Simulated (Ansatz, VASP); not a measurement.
# Two plane-wave programs on MgO

```
Mg O
1.0
     2.89231    0.00159    0.00085
    -1.44478    2.47847    0.00072
     0.00078    0.00121    2.66459
Mg O
1 1
Cartesian
  -0.0664 0.0543 -0.0481
  0.0677 1.5992 1.3811
```

Change from the starting cell: all atoms moved at random, cell strained at random.

Alike in both runs: task single point; functional PBE; k mesh 12 × 12 × 10; occupations gaussian, width 0.02 eV; no spin polarisation.

|  | VASP | Ansatz |
| --- | --- | --- |
| version | VASP 6.6.1 | Ansatz 0.2.0 |
| potentials or method | VASP PAW PBE potentials, release 64 (Mg, O) | scalar-relativistic, plane waves, PAW |
| plane-wave cutoff (eV) | 520 | 420 |
| valence electrons in the cell | 8 | 16 |

Ansatz gave:

- gap on the k mesh at the Fermi level (eV): 3.19
- least direct gap on the mesh (eV): 3.78
- pressure (GPa): 9.8
- largest component of the traceless stress (GPa): 4.48
- rms of the force components (eV/Å): 0.473

**Question.** Which values does VASP return?

**Answer.** gap on the k mesh at the Fermi level (eV): 3.17; least direct gap on the mesh (eV): 3.76; pressure (GPa): 9.2; largest component of the traceless stress (GPa): 4.58; rms of the force components (eV/Å): 0.480.

Atom by atom the forces differ by 0.008 eV/Å (rms over components). The two sets of potentials don't hold the same shells in valence.

A k mesh can miss the band edges.
